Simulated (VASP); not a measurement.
TiSe:

```xyz
4
Lattice="3.5590 0.0000 0.0000 -1.7795 3.0822 0.0000 0.0000 0.0000 6.2200" Properties=species:S:1:pos:R:3 pbc="T T T"
Se    1.7795    1.0274    4.6650
Se    0.0000    2.0548    1.5550
Ti    0.0000    0.0000    3.1100
Ti    0.0000    0.0000    0.0000
```

```yaml
Program: VASP 6.6.1
Task: relaxation of cell and atoms
Functional: PBEsol
Potentials_or_basis: VASP PAW PBE potentials, release 64 (Se, Ti_sv)
Cutoff: 600 eV
k_mesh: 8 × 8 × 4
Occupations: fermi-dirac, width 0.05 eV
Spin: no spin polarisation
```

At the start: pressure -0.4 GPa; volume 17.06 Å³/atom.

Q: Where does the relaxation end?

A: Over 9 steps the energy falls by 60.9 meV/atom and the volume is 16.53 Å³/atom (-3.1 %); space group P6_3/mmc (No. 194, to 0.05 Å).

Step by step:
```tsv
step	energy change (eV)	largest force (eV/Å)	pressure (GPa)	volume (Å³)
1	0.0000	0.0000	-0.45	68.23
2	-0.1235	0.0000	-0.79	67.70
3	-0.1869	0.0000	0.02	65.51
4	-0.2394	0.0000	-0.73	66.67
5	-0.2428	0.0000	-0.65	66.48
6	-0.2428	0.0000	-0.65	66.44
7	-0.2413	0.0000	1.17	65.52
8	-0.2435	0.0000	-0.01	66.11
9	-0.2435	0.0000	0.02	66.12
```

Final structure:
```xyz
4
Lattice="3.3624 0.0000 0.0000 -1.6812 2.9119 0.0000 0.0000 0.0000 6.7534" Properties=species:S:1:pos:R:3 pbc="T T T"
Se    1.6812    0.9706    5.0650
Se    0.0000    1.9413    1.6883
Ti    0.0000    0.0000    3.3767
Ti    0.0000    0.0000    0.0000
```

Caveat: the PAW data sets were made with another functional, which shifts forces and pressure a little.
